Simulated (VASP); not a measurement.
Write the native input for VASP 6.6.1 that does the following.

```
Task                   : single point
Functional             : PBEsol
Potentials or basis    : VASP PAW PBE potentials, release 64 (S)
Cutoff                 : 520 eV
k mesh                 : 3 × 3 × 3
Occupations            : gaussian, width 0.05 eV
Spin                   : no spin polarisation
Dipole correction      : no
Further INCAR settings : LREAL = Auto; ALGO = Fast; EDIFF = 1e-06; NBANDS = 86
```

The structure of S (a cell with a defect) lies in POSCAR:

```
S
1.0
    0.0000000000      6.0153880483     -5.8370511382
    5.2094788634     -3.0076940241     -5.8370511382
   -5.2094788634     -3.0076940241     -5.8370511382
S
23
Direct
    0.5597394447      0.4483352256      0.2100741572
    0.3053131019      0.1958166906      0.9476356542
    0.0564522707      0.9407346280      0.7018441300
    0.7033502428      0.4386367763      0.8292197988
    0.4378105416      0.2052421690      0.5545619470
    0.1993593389      0.9554743368      0.2995279188
    0.9397823179      0.7028321512      0.0514205438
    0.5003134254      0.7762467653      0.6617497080
    0.2031660851      0.5615840072      0.4418847021
    0.9567269391      0.3050337944      0.1918328360
    0.7032288918      0.0529855926      0.9395141919
    0.4614679204      0.5510518256      0.7927702456
    0.1906605770      0.3140577348      0.5414536089
    0.9504921944      0.0561785074      0.2934592475
    0.6925452350      0.8045894477      0.0409428135
    0.7393833981      0.7025319679      0.4965401541
    0.3135663564      0.5533331117      0.1947031894
    0.0560780560      0.2982908292      0.9421479382
    0.8091912958      0.0467573439      0.6912966708
    0.7755444551      0.4533998513      0.5697946032
    0.5447791657      0.2001933477      0.3077722466
    0.2989661360      0.9471750140      0.0504438586
    0.0462069332      0.6929636542      0.8039025821
```

One way to write it, as run:

INCAR

```
SYSTEM = S
PREC = Accurate
ENCUT = 520
EDIFF = 1E-6
ISMEAR = 0
SIGMA = 0.05
LREAL = Auto
LASPH = .TRUE.
NELM = 100
ALGO = Fast
ISIF = 2
LWAVE = .FALSE.
LCHARG = .TRUE.
GGA = PS
LELF = .TRUE.
LVHAR = .TRUE.
NBANDS = 86
```

KPOINTS

```
Automatic mesh
0
G
  3 3 3
  0 0 0
```

Potentials or basis: VASP PAW PBE potentials, release 64 (S).

Command:

```sh
$ cat potpaw_PBE.64/S/POTCAR > POTCAR
$ mpirun -np 1 vasp_std > vasp.out
```

Results of the run:

- Pressure: -0.3 GPa
- Largest force: 0.121 eV/Å
- Band gap on the k mesh: 1.70 eV, indirect (least direct gap 1.76 eV)

Caveat: the PAW data sets were made with another functional, which shifts forces and pressure a little.

It took 7.7 min on 1 thread of Intel(R) Xeon(R) 6975P-C (Granite Rapids) (shared host), peak memory 0.77 GiB.
